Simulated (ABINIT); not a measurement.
Crystal: BeTe.

```xyz
2
Lattice="0.0000 2.7700 2.7700 2.7700 0.0000 2.7700 2.7700 2.7700 0.0000" Properties=species:S:1:pos:R:3 pbc="T T T"
Te    4.1550    4.1550    4.1550
Be    0.0000    0.0000    0.0000
```

Base run:

| Item | Value |
| --- | --- |
| Program | ABINIT 10.8.3 (patched build) |
| Functional | BLYP |
| Potentials or basis | JTH PAW PBE v2.0 |
| Cutoff | 517 eV |
| k mesh | 8 × 8 × 8 |
| Occupations | fermi-dirac, width 0.05 eV |
| Spin | spin-orbit coupling, no magnetisation |

Its results: band gap on the k mesh 1.83 eV, indirect (least direct gap 3.39 eV); pressure 7.4 GPa.

**Question.** The run is repeated on the same cell with these changes: functional from BLYP to PW91. What comes out?

**Answer.** Band gap on the k mesh 1.57 eV, indirect (least direct gap 3.31 eV); pressure 4.4 GPa.

PW91 binds more tightly than BLYP, so the same cell stands under less pressure.

Caveats: the PAW data sets were made with another functional, which shifts forces and pressure a little.
